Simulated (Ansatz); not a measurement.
G0W0 run on TiO$_{2}$ (P4_2/mnm)

The calculation used G0W0@PBEsol, plasmon-pole screening, soft PAW set, first generation in Ansatz.

Input:

```json
{
 "crystal": {"lattice": [[4.594, 0.0, 0.0], [0.0, 4.594, 0.0], [0.0, 0.0, 2.959]], "atoms": [{"symbol": "Ti", "position": [0, 0, 0]}, {"symbol": "Ti", "position": [0.5, 0.5, 0.5]}, {"symbol": "O", "position": [0.3048, 0.3048, 0]}, {"symbol": "O", "position": [0.6952, 0.6952, 0]}, {"symbol": "O", "position": [0.8048, 0.1952, 0.5]}, {"symbol": "O", "position": [0.1952, 0.8048, 0.5]}]},
 "kpoints": {"mp_grid": {"grid": [4, 4, 6], "shift": [0, 0, 0]}},
 "hamiltonian": {"xc": "pbesol", "pseudopotentials": {"kind": "paw", "xc_functional": "pbe"}},
 "scf": {"occupations": {"method": "fixed"}, "convergence": {"dr2_threshold": "1e-9 eV"}, "lower_state_search": "off"},
 "output": {"forces": false, "stress": false},
 "gw": {"n_empty_bands": 605, "ecut_chi": 180.0, "qp_bands": ["v1", "c1"], "qp_kpoints": [[0, 0, 0]], "ecutfock_ratio": 2}
}
```

The input is rewritten from the run's settings (development build, wave cutoff 420 eV).

Linearised quasiparticle energies, zero at the top filled Kohn-Sham level among these points. VB is the top filled band, CB the lowest empty one. The wave cutoff came out at 420 eV.

```tsv
k	band	ε_KS (eV)	Σx − Vxc (eV)	Σc (eV)	Z	ε_QP (eV)
Γ	VB	0.00	-4.76	4.43	0.76	-0.25
Γ	CB	1.86	8.34	-6.72	0.78	3.12
```

The gap (direct at Γ) opens from 1.86 eV to 3.37 eV.

Soft PAW datasets can miss an all-electron G0W0 gap by more than 5 %. The PAW or pseudopotential files were made with PBE. Band sums or response are cut, so the gap isn't at its basis limit. The gap is read among the points solved; the crystal's band edges can lie elsewhere.
